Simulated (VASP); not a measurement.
# C (P6_3/mmc) in VASP: notebook, part 2 of 2

VASP 6.6.1. Earlier steps stand in the parts before.

## 3. Relaxation of cell and atoms, PBE+D3(BJ)

This run uses another cell than the first one, of 8.80 Å³/atom, 0.856 times its volume.

INCAR

```
SYSTEM = C
  PREC = Accurate
  ENCUT = 600
  EDIFF = 1E-7
  ISMEAR = 0
  SIGMA = 0.03
  LREAL = .False.
  LASPH = .True.
  NELM = 80
  ALGO = Normal
  ISIF = 3
  LWAVE = .False.
  LCHARG = .False.
  GGA = PE
  IVDW = 12
  IBRION = 2
  NSW = 90
  EDIFFG = -0.005
```

KPOINTS

```
regular mesh
0
Gamma
  12 12 4
  0 0 0
```

POSCAR

```
C                                       
1.0
    2.4648513798      0.0000000000      0.0000000000
   -1.2324256899      2.1346239114      0.0000000000
    0.0000000000     -0.0000000000      6.6906062900
  C             
     4
Direct
     0.0000000000000000    0.0000000000000000    0.2500000000000000
     0.0000000000000000    0.0000000000000000    0.7500000000000000
     0.3333333300000021    0.6666666699999979    0.2500000000000000
     0.6666666699999979    0.3333333300000021    0.7500000000000000
```

Potentials or basis: VASP PAW PBE potentials, release 64 (C).

Launch:

```sh
$ cat potpaw_PBE.64/C/POTCAR > POTCAR
$ mpirun -np 1 vasp_std > vasp.out
```

OUTCAR:

```text
SYSTEM = C
   PREC = Accurate
   ENCUT = 600
   EDIFF = 1E-7
   ISMEAR = 0
   LREAL = .False.
   LASPH = .True.
   NELM = 80
   ISIF = 3
   GGA = PE
   IVDW = 12
   IBRION = 2
   NSW = 90
   EDIFFG = -0.005
 IVDW          = 12

 ion  position               nearest neighbor table
   1  0.000  0.000  0.250-   3 1.42   3 1.42   3 1.42
   2  0.000  0.000  0.750-   4 1.42   4 1.42   4 1.42
   3  0.333  0.667  0.250-   1 1.42   1 1.42   1 1.42
   4  0.667  0.333  0.750-   2 1.42   2 1.42   2 1.42

  LATTYP: Found a hexagonal cell.
 ALAT       =     2.4648513798
 C/A-ratio  =     2.7144055600

  Lattice vectors:

 A1 = (   2.4648513798,   0.0000000000,   0.0000000000)
 A2 = (  -1.2324256899,   2.1346239114,   0.0000000000)
 A3 = (   0.0000000000,   0.0000000000,   6.6906062900)

Analysis of symmetry for initial positions (statically):
=====================================================================
 Subroutine PRICEL returns:
 Original cell was already a primitive cell.

 Routine SETGRP: Setting up the symmetry group for a
 hexagonal supercell.

 Subroutine GETGRP returns: Found 24 space group operations
 (whereof 12 operations were pure point group operations)
 out of a pool of 24 trial point group operations.

[... 163 lines left out ...]

 Free energy of the ion-electron system (eV)
  ---------------------------------------------------
  ext. energy  EPLUGINS =         0.00000000
  ---------------------------------------------------
  free energy    TOTEN  =       -36.84452862 eV

  energy without entropy =      -36.84400759  energy(sigma->0) =      -36.84426810

------------------------ aborting loop because EDIFF is reached ----------------------------------------

 Edisp (eV)   -0.62753

 E8    (eV) :    -0.1779
[... 201 lines left out ...]
--------------------------------------- Ionic step        6  -------------------------------------------

 number of electron      16.0000001 magnetization

 Free energy of the ion-electron system (eV)
  ---------------------------------------------------
  ext. energy  EPLUGINS =         0.00000000
  ---------------------------------------------------
  free energy    TOTEN  =       -36.84360840 eV

  energy without entropy =      -36.84308922  energy(sigma->0) =      -36.84334881

 E-fermi :   4.7046     XC(G=0): -10.3515

 val. band max:        4.7029835963   @ k =   0.3333   0.3333   0.5000
 cond. band min:       4.7051028884   @ k =   0.3333   0.3333   0.2500
 fundamental gap:      0.0021192920
 Fermi energy:         4.7046497793

 k-point     1 :       0.0000    0.0000    0.0000
  band No.  band energies     occupation
      1     -14.9416      2.00000
      2     -14.6317      2.00000
      3      -3.8172      2.00000
      4      -1.8077      2.00000
      5       1.6931      2.00000
      6       1.6931      2.00000
      7       1.7123      2.00000
      8       1.7123      2.00000
      9       9.0368      0.00000
     10      13.0292      0.00000
     11      13.0306      0.00000
     12      13.0831      0.00000
[... 331 lines left out ...]
 k-point    24 :       0.3333   -0.0000    0.2500
  band No.  band energies     occupation
      1     -12.2949      2.00000
      2     -12.1099      2.00000
      3      -4.9439      2.00000
      4      -4.8457      2.00000
      5      -1.0615      2.00000
      6      -1.0229      2.00000
      7      -0.4888      2.00000
      8       0.7225      2.00000
      9       9.3099      0.00000
     10       9.9671      0.00000
     11      12.2906      0.00000
     12      12.4712      0.00000

 [... further k-points ...]

------------------------ aborting loop because EDIFF is reached ----------------------------------------

 Edisp (eV)   -0.62850

 E8    (eV) :    -0.1782
[... 27 lines left out ...]
  FREE ENERGIE OF THE ION-ELECTRON SYSTEM (eV)
  ---------------------------------------------------
  free  energy   TOTEN  =       -37.4721067274 eV

  energy  without entropy=      -37.4715875444  energy(sigma->0) =      -37.47184714

 reached required accuracy - stopping structural energy minimisation
```

OSZICAR:

```text
N       E                     dE             d eps       ncg     rms          rms(c)
DAV:   1     0.570064072999E+02    0.57006E+02   -0.90613E+03  1368   0.138E+03
DAV:   2    -0.350712037844E+02   -0.92078E+02   -0.84353E+02  1960   0.247E+02
[... 37 lines left out ...]
       N       E                     dE             d eps       ncg     rms          rms(c)
DAV:   1    -0.368437311731E+02    0.54825E-03   -0.45021E-03  1416   0.551E-01    0.447E-02
DAV:   2    -0.368436437349E+02    0.87438E-04   -0.11364E-04  1448   0.826E-02    0.240E-02
DAV:   3    -0.368436083718E+02    0.35363E-04   -0.11391E-04  1592   0.732E-02    0.605E-03
DAV:   4    -0.368436084699E+02   -0.98146E-07   -0.20367E-06  1588   0.114E-02    0.498E-03
DAV:   5    -0.368436083384E+02    0.13155E-06   -0.45060E-07  1596   0.622E-03    0.542E-04
DAV:   6    -0.368436084017E+02   -0.63287E-07   -0.21875E-08   904   0.139E-03
   6 F= -.37472107E+02 E0= -.37471847E+02  d E =-.319122E-04
```

CONTCAR:

```text
C
   1.00000000000000
     2.4653911025358557    0.0000000000000000    0.0000000000000000
    -1.2326955512679278    2.1350913250002117    0.0000000000000000
     0.0000000000000000   -0.0000000000000000    6.6815887845410558
  C
     4
Direct
     0.0000000000000000    0.0000000000000000    0.2500000000000000
     0.0000000000000000    0.0000000000000000    0.7500000000000000
     0.3333333300000021    0.6666666699999979    0.2500000000000000
     0.6666666699999979    0.3333333300000021    0.7500000000000000

  0.00000000E+00  0.00000000E+00  0.00000000E+00
  0.00000000E+00  0.00000000E+00  0.00000000E+00
  0.00000000E+00  0.00000000E+00  0.00000000E+00
  0.00000000E+00  0.00000000E+00  0.00000000E+00
```

It took 37 s on 1 thread of Intel Xeon 6975P-C (Granite Rapids), shared host; peak memory 0.17 GiB.

What came out:

```
Free energy                            : -37.4721 eV
Relaxed volume                         : 8.79 Å³/atom
Relaxed cell                           : a = 2.465 Å, b = 2.465 Å, c = 6.682 Å, α = 90.00°, β = 90.00°, γ = 120.00°
Space group after relaxing (to 0.05 Å) : P6_3/mmc (No. 194)
Energy gained by relaxing              : 0.0 meV/atom
Ionic steps                            : 6
Pressure after relaxing                : 0.0 GPa
Band gap on the k mesh                 : none (metal or under the smearing width)
Dispersion energy per atom             : -0.157 eV
```

Stress tensor (GPa, compression positive):
```
-0.01  0.00  0.00
 0.00 -0.01  0.00
 0.00  0.00 -0.09
```

Final structure:
```yaml
crystal:
  lattice:
    - [2.46539, 0.00000, 0.00000]
    - [-1.23270, 2.13509, 0.00000]
    - [0.00000, 0.00000, 6.68159]
  atoms:
    - { symbol: C, position: [0.00000, 0.00000, 0.25000] }
    - { symbol: C, position: [0.00000, 0.00000, 0.75000] }
    - { symbol: C, position: [0.33333, 0.66667, 0.25000] }
    - { symbol: C, position: [0.66667, 0.33333, 0.75000] }
```

Levels at points of the mesh, in eV from the Fermi level:
```csv
k point,band 4,band 5,band 6,band 7,band 8,band 9,band 10,band 11,band 12
"(0.00, 0.00, 0.00)",-6.51,-3.01,-3.01,-2.99,-2.99,4.33,8.32,8.33,8.38
"(0.50, 0.00, 0.00)",-13.15,-6.41,-6.35,-2.77,-2.07,1.52,2.20,7.20,7.61
"(0.00, 0.00, 0.50)",-7.62,-3.00,-3.00,-3.00,-3.00,7.00,7.00,8.35,8.35
"(0.50, 0.00, 0.50)",-13.21,-6.38,-6.38,-2.35,-2.35,1.66,1.66,7.40,7.40
```
